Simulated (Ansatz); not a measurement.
Crystal: Nb.

```
CELL_PARAMETERS angstrom
-1.66395 1.66395 1.66395
1.66395 -1.66395 1.66395
1.66395 1.66395 -1.66395
ATOMIC_POSITIONS crystal
Nb 0.00000 0.00000 0.00000
```

| Item | Value |
| --- | --- |
| Program | Ansatz 0.2.0 |
| Task | relaxation of cell and atoms |
| Functional | PBE |
| Dispersion | D4 |
| Potentials or basis | all-electron LAPW, scalar-relativistic |
| Basis error allowed | 0.001 eV/atom |
| k mesh | 11 × 11 × 11 |
| Occupations | fermi-dirac, width 0.05 eV |
| Spin | no spin polarisation |

At the start: volume 18.43 Å³/atom.

Where does the relaxation end?

Over 4 steps the energy falls by 7.9 meV/atom and the volume is 17.91 Å³/atom (-2.8 %); space group Im-3m (No. 229, to 0.05 Å).

The path:
```
step  energy change (eV)  largest force (eV/Å)  volume (Å³)
   1              0.0000                0.0000        18.43
   2             -0.0079                0.0000        17.94
   3             -0.0079                0.0000        17.91
   4             -0.0079                0.0000        17.91
```

Final structure:
```
Nb
1.0
    -1.64814    1.64814    1.64814
     1.64814   -1.64814    1.64814
     1.64814    1.64814   -1.64814
Nb
1
Direct
  0.00000 0.00000 0.00000
```
